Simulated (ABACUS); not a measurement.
The system is BN.

```
CELL_PARAMETERS angstrom
2.55394 0.00000 0.00000
-1.27697 2.21178 0.00000
0.00000 0.00000 4.22685
ATOMIC_POSITIONS crystal
N 0.33333 0.66667 0.12528
N 0.66667 0.33333 0.62528
B 0.33333 0.66667 0.49972
B 0.66667 0.33333 0.99972
```

Measurements of this composition are mostly on another form, of space group No. 194.

- Program: ABACUS 3.10.1
- Task: single point
- Functional: PBE
- Potentials or basis: PseudoDojo NC SR 0.4.1 PBE standard
- Cutoff: 1361 eV
- Density cutoff: 5442 eV
- Basis: DZP LCAO (the cutoffs set its grid)
- k mesh: 12 × 12 × 6
- Occupations: fermi-dirac, width 0.05 eV
- Spin: no spin polarisation

On this cell: pressure 0.5 GPa; largest force 0.015 eV/Å; band gap on the k mesh 5.31 eV, indirect (least direct gap 8.33 eV).

The same run follows on a disturbed copy (atoms moved at random, drawn with an rms of 0.05 Å):

```
N B
1.0
     2.55394    0.00000    0.00000
    -1.27697    2.21178    0.00000
     0.00000    0.00000    4.22685
N B
2 2
Direct
  0.33349 0.65369 0.12233
  0.66826 0.32131 0.62147
  0.32327 0.67179 0.48849
  0.69674 0.34690 0.99522
```

Task: What does the disturbed cell give?

Result: The energy moves by +32.4 meV/atom; pressure 1.9 GPa; largest force 1.896 eV/Å; band gap on the k mesh 4.57 eV, indirect (least direct gap 7.40 eV).

Forces in eV/Å, atoms in the order of the input:
```
N    0.793  1.296 -0.344
N   -0.645  0.956 -0.322
B    1.085 -0.859  1.035
B   -1.233 -1.393 -0.369
```

Stress tensor (GPa, compression positive):
```
2.79 1.57 0.80
1.57 1.71 1.63
0.80 1.63 1.14
```

Caveats: the atomic orbitals were generated for these runs and aren't a published set; the basis of atomic orbitals isn't converged, which shifts pressures, moduli and gaps.

A k mesh can miss the band edges.
